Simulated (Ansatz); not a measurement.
Input and command of a plane-wave DFT calculation in Ansatz:

```yaml
crystal:
  lattice:
    - [3.9529822363, 0.0, 0.0]
    - [0.0, 3.9529822363, 0.0]
    - [0.0, 0.0, 5.1771966893]
  atoms:
    - { symbol: Pb, position: [0.0, 0.5, 0.228775682] }
    - { symbol: Pb, position: [0.5, 0.0, 0.771224318] }
    - { symbol: O, position: [0.5, 0.5, 0.0] }
    - { symbol: O, position: [0.0, 0.0, 0.0] }
basis:
  ecutwfc: 420
kpoints:
  mp_grid: { grid: [4, 4, 4] }
hamiltonian:
  xc: pbe
scf:
  occupations: { method: gaussian, width: 0.1 }
output:
  forces: true
  stress: true
  eigenvalues: true
```

```bash
ansatz run input.yaml --threads 1 --pin off --max-ram 2560MiB --backend cpu --events-out ev --progress --plain --runs-dir out
```

Processor: Intel(R) Xeon(R) Platinum 8488C (Sapphire Rapids), 1 thread, on a host shared with other jobs.

Q: Estimate time, memory and problem size.

A: About 1.2 s on 1 thread of Intel(R) Xeon(R) Platinum 8488C (Sapphire Rapids), on a shared host, peak memory 0.39 GiB. It solves 24 bands at 18 k points (the mesh reduced by the symmetry that the task leaves, which can be less than the crystal's) with about 1609 plane waves, in 6 SCF iterations.
